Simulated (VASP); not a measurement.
The system is CdSe.

```
Cd Se
1.0
     4.34609    0.00000    0.00000
    -2.17304    3.76382    0.00000
     0.00000    0.00000    7.08984
Cd Se
2 2
Direct
  0.66667 0.33333 0.49995
  0.33333 0.66667 0.99995
  0.66667 0.33333 0.87591
  0.33333 0.66667 0.37591
```

The cell is a database's computed one.

- Program: VASP 6.6.1
- Task: relaxation of cell and atoms
- Functional: PBEsol
- Potentials or basis: VASP PAW PBE potentials, release 64 (Cd, Se)
- Cutoff: 580 eV
- k mesh: 9 × 9 × 6
- Occupations: gaussian, width 0.02 eV
- Spin: no spin polarisation

At the start: pressure -1.2 GPa; volume 28.99 Å³/atom.

Q: How do energy, volume and symmetry change on relaxing?

A: Over 3 steps the energy falls by 2.7 meV/atom and the volume is 28.29 Å³/atom (-2.4 %); space group P6_3mc (No. 186, to 0.05 Å).

Step by step:
| step | energy change (eV) | largest force (eV/Å) | pressure (GPa) | volume (Å³) |
| --- | --- | --- | --- | --- |
| 1 | 0.0000 | 0.0022 | -1.20 | 115.97 |
| 2 | -0.0098 | 0.0045 | 0.37 | 112.38 |
| 3 | -0.0107 | 0.0039 | 0.00 | 113.17 |

Final structure:
```yaml
crystal:
  lattice:
    - [4.31078, 0.00000, 0.00000]
    - [-2.15539, 3.73325, 0.00000]
    - [0.00000, 0.00000, 7.03203]
  atoms:
    - { symbol: Cd, position: [0.66667, 0.33333, 0.49996] }
    - { symbol: Cd, position: [0.33333, 0.66667, 0.99996] }
    - { symbol: Se, position: [0.66667, 0.33333, 0.87590] }
    - { symbol: Se, position: [0.33333, 0.66667, 0.37589] }
```

Caveat: the PAW data sets were made with another functional, which shifts forces and pressure a little.
